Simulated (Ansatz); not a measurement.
# SnO: the cost of one run

Computed with Ansatz 0.2.0 (DFT PBE+D3(BJ), scalar-relativistic, plane waves, PAW, unless a step's input says otherwise).

7 further runs of the same task are left out: 7 set aside as unsound or not needed.

## (1) The system as given

The structure is tetragonal, space group P4/nmm (No. 129). Conventional cell: a = 3.836 Å, b = 3.836 Å, c = 4.758 Å, α = 90.00°, β = 90.00°, γ = 90.00°. Sn (site symmetry 4mm) has 4 O at 2.24 Å as nearest neighbours. O (site symmetry -4m2) is surrounded by 4 Sn at 2.24 Å.

As a file:

```cif
data_structure
_symmetry_space_group_name_H-M 'P4/nmm:1'
_symmetry_Int_Tables_number 129
_cell_length_a 3.8358
_cell_length_b 3.8358
_cell_length_c 4.7578
_cell_angle_alpha 90.000
_cell_angle_beta 90.000
_cell_angle_gamma 90.000
_cell_volume 70.00
loop_
_atom_site_label
_atom_site_type_symbol
_atom_site_symmetry_multiplicity
_atom_site_Wyckoff_symbol
_atom_site_fract_x
_atom_site_fract_y
_atom_site_fract_z
_atom_site_occupancy
Sn1 Sn 2 c 0.50000 0.00000 0.74351 1
O1 O 2 b 0.50000 0.50000 0.50000 1
```

It is the result of an earlier relaxation at this level (volume 17.50 Å³/atom; gap on the mesh: none (metal)).

## (3) Plan of the scan

Atoms count from 1 in the order of the input.

The upper layer of a bilayer is slid over the lower one; relaxed at each slide: nothing; the origin of the map has Sn5 above Sn4; the distance between the facing planes is held at 4.20 Å.

The axes are (1) slide of the upper layer along the first cell vector, from Sn5 above Sn4: 8 values from 0.000 to 0.875, periodic; (2) slide of the upper layer along the second cell vector, from Sn5 above Sn4: 8 values from 0.000 to 0.875, periodic.

Nothing else is relaxed. Points are written as (first, second).

The two vectors of the plane (Å): (3.820, 0.000, 0.000); (0.000, 3.820, 0.000).

(The set-up runs are not shown.)

## (4) Grid point (0/8, 0/8) of the map's two axes

The input, input.yaml:

```yaml
crystal:
  lattice:
    - [3.820152616, 0.0002954389, 0.0]
    - [-0.0003145156, 3.8201526145, 0.0]
    - [0.0, 0.0, 22.2260756252]
  atoms:
    - { symbol: Sn, position: [0.9999453016, 0.9999453016, 0.202464892] }
    - { symbol: O, position: [0.9999461184, 0.4999461184, 0.2556240248] }
    - { symbol: O, position: [0.4999461184, 0.9999461184, 0.2556240248] }
    - { symbol: Sn, position: [0.4999453016, 0.4999453016, 0.3087831576] }
    - { symbol: Sn, position: [0.4999453016, 0.4999453016, 0.4977503901] }
    - { symbol: O, position: [0.4999461184, -5.38816e-05, 0.5509095229] }
    - { symbol: O, position: [-5.38816e-05, 0.4999461184, 0.5509095229] }
    - { symbol: Sn, position: [-5.46984e-05, -5.46984e-05, 0.6040686557] }
basis:
  ecutwfc: 420
kpoints:
  mp_grid: { grid: [7, 7, 1] }
hamiltonian:
  xc: pbe
  pseudopotentials: { kind: paw, azcp: { folder: soft_1 } }
  dispersion: d3bj
scf:
  occupations: { method: gaussian, width: 0.05 }
output:
  forces: true
  eigenvalues: true
  write_density: true
  write_potential: true
  elf: true
  volumetric_format: npy
efield:
  axis: 3
  dipole_correction: true
  ramp_width: 0.04
```

Launch:

```
$ ansatz run input.yaml --threads 2 --pin off --max-ram 6144MiB --backend cpu --events-out ev --progress --plain --runs-dir out
```

What time and memory should one allow on 2 threads of Arm Neoverse V1, shared host?

About 12 s, with a peak of 0.55 GiB.
